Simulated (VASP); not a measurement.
# Si7H2 in VASP: a series of runs

Runs on Si7H2. Level: RPBE. Tasks: relaxation of the atoms, single point.

All numbers are computed with VASP 6.6.1; they aren't measurements. Logs are shortened: lines on timing, memory, paths and dates and some standing lists are left out, and cuts for length are marked.

## (1) Starting point

The cell holds a slab with vacuum, 18 atoms: a = 7.775 Å, b = 3.887 Å, c = 26.206 Å, α = 90.00°, β = 90.00°, γ = 90.00°.

## (2) Relaxation of the atoms, RPBE

INCAR

```
PREC = Normal ; ENCUT = 450
EDIFF = 1E-6 ; ISMEAR = 0
SIGMA = 0.05 ; LREAL = Auto
LASPH = True ; NELM = 80
ALGO = Normal ; ISIF = 2
LWAVE = False ; LCHARG = False
LDIPOL = True ; IDIPOL = 3
DIPOL = 0.5 0.5 0.471 ; GGA = RP
IBRION = 2 ; NSW = 90
EDIFFG = -0.03
```

KPOINTS

```
Automatic mesh
0
Gamma
  4 8 1
```

POSCAR

```
Si7H2
1.0
    7.7745542100      0.0000000000      0.0000000000
    0.0000000000      3.8872771000      0.0000000000
    0.0000000000      0.0000000000     26.2064860000
H Si
4 14
Selective dynamics
Direct
    0.5000000000      0.6870341500      0.3243471900  F F F
    0.5000000000      0.3129658500      0.3243471900  F F F
    0.0000000000      0.3129658500      0.3243471900  F F F
    0.0000000000      0.6870341500      0.3243471900  F F F
    0.5000000000      0.0000000000      0.3571759300  F F F
    0.0000000000      0.0000000000      0.3571759300  F F F
    0.7500000000      0.0000000000      0.4096194400  F F F
    0.2500000000      0.0000000000      0.4096194400  F F F
    0.7500000000      0.5000000000      0.4620629400  F F F
    0.2500000000      0.5000000000      0.4620629400  F F F
    0.0000000000      0.5000000000      0.5145064500  T T T
    0.5000000000      0.5000000000      0.5145064500  T T T
    0.0000000000      0.0000000000      0.5669499500  T T T
    0.5000000000      0.0000000000      0.5669499500  T T T
    0.2500000000      0.0000000000      0.6193934600  T T T
    0.7500000000      0.0000000000      0.6193934600  T T T
    0.3450000000      0.5000000000      0.6756528100  T T T
    0.6550000000      0.5000000000      0.6527577200  T T T
```

Potentials or basis: VASP PAW PBE potentials, release 64 (H, Si).

Run with:

```console
$ cat potpaw_PBE.64/H/POTCAR potpaw_PBE.64/Si/POTCAR > POTCAR
$ mpirun -np 8 vasp_std > vasp.out
```

OUTCAR:

```text
PREC = Normal
   ENCUT = 450
   EDIFF = 1E-6
   ISMEAR = 0
   LREAL = Auto
   LASPH = True
   NELM = 80
   ISIF = 2
   GGA = RP
   IBRION = 2
   NSW = 90
   EDIFFG = -0.03

 ion  position               nearest neighbor table
   1  0.500  0.687  0.324-   5 1.49
   2  0.500  0.313  0.324-   5 1.49
   3  0.000  0.313  0.324-   6 1.49
   4  0.000  0.687  0.324-   6 1.49
   5  0.500  0.000  0.357-   1 1.49   2 1.49   7 2.38   8 2.38
   6  0.000  0.000  0.357-   3 1.49   4 1.49   7 2.38   8 2.38
   7  0.750  0.000  0.410-   9 2.38   9 2.38   5 2.38   6 2.38
   8  0.250  0.000  0.410-  10 2.38  10 2.38   5 2.38   6 2.38
   9  0.750  0.500  0.462-   7 2.38   7 2.38  12 2.38  11 2.38
  10  0.250  0.500  0.462-   8 2.38   8 2.38  12 2.38  11 2.38
  11  0.000  0.500  0.515-  13 2.38  13 2.38   9 2.38  10 2.38
  12  0.500  0.500  0.515-  14 2.38  14 2.38   9 2.38  10 2.38
  13  0.000  0.000  0.567-  11 2.38  11 2.38  16 2.38  15 2.38
  14  0.500  0.000  0.567-  12 2.38  12 2.38  16 2.38  15 2.38
  15  0.250  0.000  0.619-  13 2.38  14 2.38  17 2.55  17 2.55
  16  0.750  0.000  0.619-  18 2.26  18 2.26  13 2.38  14 2.38
  17  0.345  0.500  0.676-  18 2.48  15 2.55  15 2.55
  18  0.655  0.500  0.653-  16 2.26  16 2.26  17 2.48

  LATTYP: Found a simple orthorhombic cell.
 ALAT       =     3.8872771000
 B/A-ratio  =     2.0000000026
 C/A-ratio  =     6.7416048112

  Lattice vectors:

 A1 = (   0.0000000000,  -3.8872771000,   0.0000000000)
 A2 = (   7.7745542100,   0.0000000000,   0.0000000000)
 A3 = (   0.0000000000,   0.0000000000,  26.2064860000)

Analysis of symmetry for initial positions (statically):
=====================================================================
 Subroutine PRICEL returns:
 Original cell was already a primitive cell.

 Routine SETGRP: Setting up the symmetry group for a
 simple orthorhombic supercell.

 Subroutine GETGRP returns: Found  2 space group operations
 (whereof  2 operations were pure point group operations)
 out of a pool of  8 trial point group operations.

The static configuration has the point symmetry C_1h.

Analysis of symmetry for dynamics (positions and initial velocities):
=====================================================================
 Subroutine PRICEL returns:
 Original cell was already a primitive cell.

 Routine SETGRP: Setting up the symmetry group for a
 simple orthorhombic supercell.

 Subroutine GETGRP returns: Found  2 space group operations
 (whereof  2 operations were pure point group operations)
 out of a pool of  8 trial point group operations.

The dynamic configuration has the point symmetry C_1h.

Analysis of constrained symmetry for selective dynamics:
=====================================================================
 Subroutine PRICEL returns:
 Original cell was already a primitive cell.

 Routine SETGRP: Setting up the symmetry group for a
 simple orthorhombic supercell.

 Subroutine GETGRP returns: Found  2 space group operations
 (whereof  2 operations were pure point group operations)
 out of a pool of  8 trial point group operations.

The constrained configuration has the point symmetry C_1h.

 Subroutine INISYM returns: Found  2 space group operations
 (whereof  2 operations are pure point group operations),
 and found     1 'primitive' translations

----------------------------------------------------------------------------------------

                                     Primitive cell

  volume of cell :     792.0084

  direct lattice vectors                    reciprocal lattice vectors
     7.774554210  0.000000000  0.000000000     0.128624738  0.000000000  0.000000000
     0.000000000  3.887277100  0.000000000     0.000000000  0.257249477  0.000000000
     0.000000000  0.000000000 26.206486000     0.000000000  0.000000000  0.038158493

  length of vectors
     7.774554210  3.887277100 26.206486000     0.128624738  0.257249477  0.038158493

  position of ions in fractional coordinates (direct lattice)
     0.500000000  0.687034150  0.324347190
     0.500000000  0.312965850  0.324347190
     0.000000000  0.312965850  0.324347190
     0.000000000  0.687034150  0.324347190
     0.500000000  0.000000000  0.357175930
     0.000000000  0.000000000  0.357175930
[... 10 lines left out ...]
     0.345000000  0.500000000  0.675652810
     0.655000000  0.500000000  0.652757720

  ion indices of the primitive-cell ions
   primitive index   ion index
                 1           1
                 2           2
                 3           3
                 4           4
                 5           5
                 6           6
[... 10 lines left out ...]
                17          17
                18          18

----------------------------------------------------------------------------------------

 KPOINTS: Automatic mesh

Automatic generation of k-mesh.
 Grid dimensions read from file:
 generate k-points for:    4    8    1

 Generating k-lattice:

[... 57 lines left out ...]
   ISIF   =      2    stress and relaxation
   ISYM   =      2    0-nonsym 1-usesym 2-fastsym
   POTIM  = 0.5000    time-step for ionic-motion
   TEBEG  =    0.0;   TEEND  =   0.0 temperature during run
   PSTRESS=    0.0 pullay stress
   NELECT =      60.0000    total number of electrons
   NUPDOWN=      -1.0000    fix difference up-down
   EMIN   =  10.00;   EMAX   =-10.00  energy-range for DOS
   EFERMI =   0.00;   METHOD = LEGACY
   ISMEAR =     0;   SIGMA  =   0.05  broadening in eV -4-tet -1-fermi 0-gaus
   EFERMI_NEDOS =   21; number of points for ismear=-14 and -15
   IALGO  =     38    algorithm
   IMIX   =      4    mixing-type and parameters
     AMIX     =   0.40;   BMIX     =  1.00
     AMIX_MAG =   1.60;   BMIX_MAG =  1.00
  volume/ion in A,a.u.               =      44.00       296.93
  Fermi-wavevector in a.u.,A,eV,Ry     =   0.692706  1.309024  6.528632  0.479841
  Thomas-Fermi vector in A             =   1.774713
   LORBIT       =      0    0 simple, 1 ext, 2 COOP (PROOUT), +10 PAW based schemes
   GGA     = RP    functional components
   LHFCALC =     F    Hartree Fock is set to
   AEXX    =    0.0000 exact exchange contribution
   IVDW    =     0    specifies the selected vdW correction
   LEPSILON=     F    determine dielectric tensor
   LRPA    =     F    only Hartree local field effects (RPA)
 conjugate gradient relaxation of ions
 non-spin polarized calculation
 Gauss-broadening in eV      SIGMA  =   0.05
  energy-cutoff  :      450.00
  volume of cell :      792.01
 maximum number of plane-waves:     17220
   NGX = 27   NGY = 13   NGZ = 91

 dipolmoment           0.000000      0.000000     -0.003161 electrons x Angstroem

--------------------------------------- Ionic step        1  -------------------------------------------

 number of electron      59.9999960 magnetization

 Free energy of the ion-electron system (eV)
  ---------------------------------------------------
  ext. energy  EPLUGINS =         0.00000000
  ---------------------------------------------------
  free energy    TOTEN  =       -82.35726829 eV

  energy without entropy =      -82.35049372  energy(sigma->0) =      -82.35388101

------------------------ aborting loop because EDIFF is reached ----------------------------------------

  FORCE on cell =-STRESS in cart. coord.  units (eV):
  Direction    XX          YY          ZZ          XY          YZ          ZX
  --------------------------------------------------------------------------------------
  -------------------------------------------------------------------------------------
  Total       -2.6301352      7.8043437     -1.3568435      0.0000000      0.0000000     -1.6578478
  in kB       -5.3205787     15.7876389     -2.7447990      0.0000000      0.0000000     -3.3537096
  external PRESSURE =       2.5740871 kB  Pullay stress =       0.0000000 kB
[... 137 lines left out ...]
  FREE ENERGIE OF THE ION-ELECTRON SYSTEM (eV)
  ---------------------------------------------------
  free  energy   TOTEN  =       -82.6788023799 eV

  energy  without entropy=      -82.6727541903  energy(sigma->0) =      -82.67577829

[... ionic steps 4 to 29 ...]

--------------------------------------- Ionic step       30  -------------------------------------------

 number of electron      59.9999962 magnetization

------------------------ aborting loop because EDIFF is reached ----------------------------------------
[... 99 lines left out ...]
--------------------------------------- Ionic step       32  -------------------------------------------

 number of electron      59.9999961 magnetization

 dipolmoment           0.000000      0.000000      0.083045 electrons x Angstroem

 Free energy of the ion-electron system (eV)
  ---------------------------------------------------
  ext. energy  EPLUGINS =         0.00000000
  ---------------------------------------------------
  free energy    TOTEN  =       -82.94072352 eV

  energy without entropy =      -82.94072349  energy(sigma->0) =      -82.94072351

 E-fermi :  -0.7080     XC(G=0):  -4.1003

 val. band max:       -0.8791177959   @ k =   0.5000   0.1250   0.0000
 cond. band min:      -0.5431492650   @ k =   0.0000   0.5000   0.0000
 fundamental gap:      0.3359685308
 Fermi energy:        -0.7079815255

 k-point     1 :       0.0000    0.0000    0.0000
  band No.  band energies     occupation
      1     -12.4524      2.00000
      2     -11.8054      2.00000
      3     -10.7094      2.00000
      4     -10.3874      2.00000
      5     -10.3822      2.00000
      6      -9.9207      2.00000
[... 634 lines left out ...]
     39       2.4198      0.00000
     40       2.5934      0.00000

------------------------ aborting loop because EDIFF is reached ----------------------------------------

 vacuum level on the upper side and lower side of the slab       (xc-potential included)         0.157        -0.316

  FORCE on cell =-STRESS in cart. coord.  units (eV):
  Direction    XX          YY          ZZ          XY          YZ          ZX
  --------------------------------------------------------------------------------------
  -------------------------------------------------------------------------------------
  Total       -2.2780000      6.9687866     -0.3625821      0.0000000      0.0000000     -0.1911825
  in kB       -4.6082339     14.0973656     -0.7334782      0.0000000      0.0000000     -0.3867488
  external PRESSURE =       2.9185512 kB  Pullay stress =       0.0000000 kB
[... 33 lines left out ...]
  FREE ENERGIE OF THE ION-ELECTRON SYSTEM (eV)
  ---------------------------------------------------
  free  energy   TOTEN  =       -82.9407235245 eV

  energy  without entropy=      -82.9407234900  energy(sigma->0) =      -82.94072351

 reached required accuracy - stopping structural energy minimisation

 vacuum level on the upper side and lower side of the slab         4.037         3.546
```

It took 6.8 min on 8 MPI ranks of Intel Xeon Platinum 8559C (Emerald Rapids), shared host; peak memory 0.18 GiB.

What came out:

* Free energy: -82.9407 eV
* Energy gained by relaxing: 32.4 meV/atom
* Ionic steps: 32
* Band gap on the k mesh: 0.34 eV, indirect (least direct gap 0.83 eV)

Step by step:
| step | energy change (eV) | largest force (eV/Å) | pressure (GPa) |
| --- | --- | --- | --- |
| 1 | 0.0000 | 1.6929 | 0.26 |
| 2 | -0.2914 | 0.7728 | 0.21 |
| 3 | -0.3215 | 1.0112 | 0.22 |
| 4 | -0.4143 | 0.5442 | 0.28 |
| 5 | -0.4257 | 0.5262 | 0.32 |
| 6 | -0.4586 | 0.4658 | 0.34 |
| 7 | -0.4717 | 0.5170 | 0.38 |
| 8 | -0.4951 | 0.4673 | 0.39 |
| 9 | -0.5158 | 0.5462 | 0.42 |
| 10 | -0.5358 | 0.5737 | 0.42 |
| 11 | -0.5427 | 0.7538 | 0.39 |
| 12 | -0.5478 | 0.6626 | 0.40 |
| 13 | -0.5603 | 0.5795 | 0.36 |
| 14 | -0.5609 | 0.5589 | 0.35 |
| 15 | -0.5682 | 0.4682 | 0.32 |
| 16 | -0.5688 | 0.4679 | 0.31 |
| 17 | -0.5733 | 0.4675 | 0.29 |
| 18 | -0.5733 | 0.4677 | 0.29 |
| 19 | -0.5759 | 0.4675 | 0.29 |
| 20 | -0.5766 | 0.4673 | 0.29 |
| 21 | -0.5782 | 0.4673 | 0.29 |
| 22 | -0.5795 | 0.4675 | 0.30 |
| 23 | -0.5795 | 0.4675 | 0.30 |
| 24 | -0.5805 | 0.4675 | 0.30 |
| 25 | -0.5806 | 0.4675 | 0.30 |
| 26 | -0.5814 | 0.4675 | 0.30 |
| 27 | -0.5819 | 0.4677 | 0.30 |
| 28 | -0.5824 | 0.4678 | 0.30 |
| 29 | -0.5830 | 0.4677 | 0.29 |
| 30 | -0.5828 | 0.4676 | 0.29 |
| 31 | -0.5832 | 0.4676 | 0.29 |
| 32 | -0.5835 | 0.4675 | 0.29 |

Final structure:
```
H Si
1.0
     7.77455    0.00000    0.00000
     0.00000    3.88728    0.00000
     0.00000    0.00000   26.20649
H Si
4 14
Direct
  0.50000 0.68703 0.32435
  0.50000 0.31297 0.32435
  0.00000 0.31297 0.32435
  0.00000 0.68703 0.32435
  0.50000 0.00000 0.35718
  0.00000 0.00000 0.35718
  0.75000 0.00000 0.40962
  0.25000 0.00000 0.40962
  0.75000 0.50000 0.46206
  0.25000 0.50000 0.46206
  0.99963 0.50000 0.51714
  0.50051 0.50000 0.51193
  0.00516 0.00000 0.57161
  0.49241 0.00000 0.56261
  0.26552 0.00000 0.62266
  0.73939 0.00000 0.61957
  0.31513 0.50000 0.67568
  0.59781 0.50000 0.64768
```

Levels at points of the mesh, in eV from the valence-band top:
| k point | band 26 | band 27 | band 28 | band 29 | band 30 | band 31 | band 32 | band 33 | band 34 | band 35 |
| --- | --- | --- | --- | --- | --- | --- | --- | --- | --- | --- |
| (0.00, 0.00, 0.00) | -1.03 | -0.62 | -0.60 | -0.44 | -0.22 | 0.62 | 1.01 | 1.37 | 1.72 | 1.92 |
| (0.50, 0.00, 0.00) | -1.15 | -0.97 | -0.52 | -0.29 | -0.23 | 0.64 | 1.74 | 1.86 | 1.95 | 2.27 |
| (0.00, 0.50, 0.00) | -1.47 | -1.17 | -1.11 | -0.97 | -0.90 | 0.34 | 1.14 | 1.52 | 2.00 | 2.06 |
| (0.50, 0.50, 0.00) | -2.07 | -2.03 | -2.02 | -1.56 | -0.81 | 0.56 | 1.67 | 1.72 | 2.05 | 2.16 |

Caveat: the PAW data sets were made with another functional, which shifts forces and pressure a little.

## (3) Single point, RPBE

INCAR

```
SYSTEM = Si7H2
ALGO = Fast ; DIPOL = 0.5 0.5 0.471
EDIFF = 1E-7 ; ENCUT = 450
GGA = RP ; ICORELEVEL = 1
IDIPOL = 3 ; ISIF = 2
ISMEAR = 0 ; LASPH = .True.
LCHARG = .False. ; LDIPOL = .True.
LREAL = Auto ; LVACPOTAV = .True.
LVHAR = .True. ; LWAVE = .False.
NELM = 80 ; PREC = Normal
SIGMA = 0.05
```

KPOINTS

```
k-points
0
Gamma
  4 8 1
  0 0 0
```

POSCAR

```
Si7H2                                   
1.0
    7.7745542100      0.0000000000      0.0000000000
    0.0000000000      3.8872771000      0.0000000000
    0.0000000000      0.0000000000     26.2064860000
  H               Si            
     4    14
Selective dynamics
Direct
     0.5000000000000000    0.6870341500000023    0.3243471899999975   F   F   F
     0.5000000000000000    0.3129658499999977    0.3243471899999975   F   F   F
     0.0000000000000000    0.3129658499999977    0.3243471899999975   F   F   F
     0.0000000000000000    0.6870341500000023    0.3243471899999975   F   F   F
     0.5000000000000000    0.0000000000000000    0.3571759299999968   F   F   F
     0.0000000000000000    0.0000000000000000    0.3571759299999968   F   F   F
     0.7500000000000000    0.0000000000000000    0.4096194400000002   F   F   F
     0.2500000000000000    0.0000000000000000    0.4096194400000002   F   F   F
     0.7500000000000000    0.5000000000000000    0.4620629400000027   F   F   F
     0.2500000000000000    0.5000000000000000    0.4620629400000027   F   F   F
     0.9996285251707117    0.5000000000000000    0.5171425905078235   T   T   T
     0.5005108506788050    0.5000000000000000    0.5119332045389090   T   T   T
     0.0051639975777284    0.0000000000000000    0.5716088705698676   T   T   T
     0.4924058123651447    0.0000000000000000    0.5626056955487476   T   T   T
     0.2655223098634718    0.0000000000000000    0.6226637784762170   T   T   T
     0.7393854571717401    0.0000000000000000    0.6195655065562168   T   T   T
     0.3151325791445139    0.5000000000000000    0.6756803673010564   T   T   T
     0.5978106395316458    0.5000000000000000    0.6476752325310333   T   T   T
```

Potentials or basis: VASP PAW PBE potentials, release 64 (H, Si).

Run with:

```console
$ cat potpaw_PBE.64/H/POTCAR potpaw_PBE.64/Si/POTCAR > POTCAR
$ mpirun -np 8 vasp_std > vasp.out
```

It took 43 s on 8 MPI ranks of Intel Xeon Platinum 8559C (Emerald Rapids), shared host; peak memory 0.19 GiB.

The run converged. Its results:

```yaml
Free_energy: -82.9407 eV
Largest_force: 0.468 eV/Å
Band_gap_on_the_k_mesh: 0.34 eV, indirect (least direct gap 0.83 eV)
Ionisation_potential_of_the_upper_face: 5.00 eV
```

Forces in eV/Å, atoms in the order of the input:
```
H    0.000  0.447 -0.099
H    0.000 -0.447 -0.099
H    0.000 -0.454 -0.111
H    0.000  0.454 -0.111
Si  -0.001  0.000  0.386
Si   0.003  0.000  0.341
Si   0.146  0.000 -0.131
Si  -0.149  0.000 -0.146
Si   0.338  0.000 -0.035
Si  -0.296  0.000 -0.013
Si   0.015  0.000 -0.003
Si  -0.012  0.000  0.012
Si   0.002  0.000  0.000
Si  -0.013  0.000  0.012
Si  -0.023  0.000  0.001
Si   0.011  0.000  0.020
Si  -0.022  0.000 -0.019
Si  -0.001  0.000 -0.008
```

Levels at points of the mesh, in eV from the valence-band top:
```
           k point  band 27  band 28  band 29  band 30  band 31  band 32  band 33  band 34
(0.00, 0.00, 0.00)    -0.62    -0.60    -0.44    -0.22     0.62     1.01     1.37     1.72
(0.50, 0.00, 0.00)    -0.97    -0.52    -0.29    -0.23     0.64     1.74     1.86     1.95
(0.00, 0.50, 0.00)    -1.17    -1.11    -0.97    -0.90     0.34     1.14     1.52     2.00
(0.50, 0.50, 0.00)    -2.03    -2.02    -1.56    -0.81     0.56     1.67     1.72     2.05
```

Core levels (eV, on the scale of the bands):
| atom | levels |
| --- | --- |
| 5 Si | 1s -1780.4, 2s -134.4, 2p -90.4 |
| 6 Si | 1s -1780.3, 2s -134.3, 2p -90.4 |
| 7 Si | 1s -1780.7, 2s -134.7, 2p -90.7 |
| 8 Si | 1s -1780.7, 2s -134.7, 2p -90.7 |
| 9 Si | 1s -1780.9, 2s -134.8, 2p -90.8 |
| 10 Si | 1s -1780.9, 2s -134.8, 2p -90.8 |

Caveat: the PAW data sets were made with another functional, which shifts forces and pressure a little.
